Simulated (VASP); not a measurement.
**Li: band structure with TB-mBJ**

The system is Li.

```
Li
1.0
     5.33444    0.00000    0.00000
     0.00000    5.33444    0.00000
     0.00000    0.00000    2.80265
Li
3
Direct
  0.50000 0.00000 0.50000
  0.00000 0.50000 0.50000
  0.50000 0.50000 0.50000
```

The cell was built by a generator and needn't be a form met in nature.

```json
{
  "Program": "VASP 6.6.1",
  "Task": "band structure",
  "Functional": "TB-mBJ",
  "Potentials or basis": "VASP PAW PBE potentials, release 64 (Li_sv)",
  "Cutoff": "520 eV",
  "k mesh": "5 × 5 × 9",
  "Occupations": "fermi-dirac, width 0.05 eV",
  "Spin": "no spin polarisation",
  "Further INCAR settings": "ALGO = Normal; EDIFF = 1e-07; NBANDS = 12"
}
```

- Band gap along the path: none (metal or under the smearing width)

Levels at the corners of the path, in eV from the Fermi level:
```
point  band 1  band 2  band 3  band 4  band 5  band 6  band 7  band 8
    Γ  -49.97  -49.97  -49.26   -3.07    0.08    0.08    2.56    3.04
    X  -49.97  -49.97  -49.26   -2.26   -1.80    0.67    2.55    3.44
    X  -49.97  -49.97  -49.26   -2.26   -1.80    0.67    2.55    3.44
    M  -49.97  -49.97  -49.26   -1.60   -0.90   -0.90   -0.27    5.96
    M  -49.97  -49.97  -49.26   -1.60   -0.90   -0.90   -0.27    5.96
    Γ  -49.97  -49.97  -49.26   -3.07    0.08    0.08    2.56    3.04
    Γ  -49.97  -49.97  -49.26   -3.07    0.08    0.08    2.56    3.04
    Z  -49.95  -49.95  -49.25   -0.45    2.31    3.33    3.84    3.84
    Z  -49.95  -49.95  -49.25   -0.45    2.31    3.33    3.84    3.84
    R  -49.95  -49.95  -49.25    0.32    1.47    2.94    2.95    4.33
    R  -49.95  -49.95  -49.25    0.32    1.47    2.94    2.95    4.33
    A  -49.95  -49.95  -49.25    1.41    1.81    1.81    3.16    3.97
    A  -49.95  -49.95  -49.25    1.41    1.81    1.81    3.16    3.97
    Z  -49.95  -49.95  -49.25   -0.45    2.31    3.33    3.84    3.84
    X  -49.97  -49.97  -49.26   -2.26   -1.80    0.67    2.55    3.44
    R  -49.95  -49.95  -49.25    0.32    1.47    2.94    2.95    4.33
    M  -49.97  -49.97  -49.26   -1.60   -0.90   -0.90   -0.27    5.96
    A  -49.95  -49.95  -49.25    1.41    1.81    1.81    3.16    3.97
```

It took 87 s on 1 thread of AMD EPYC 9R45 96-Core Processor (Zen 5), on a shared host, peak memory 0.18 GiB.
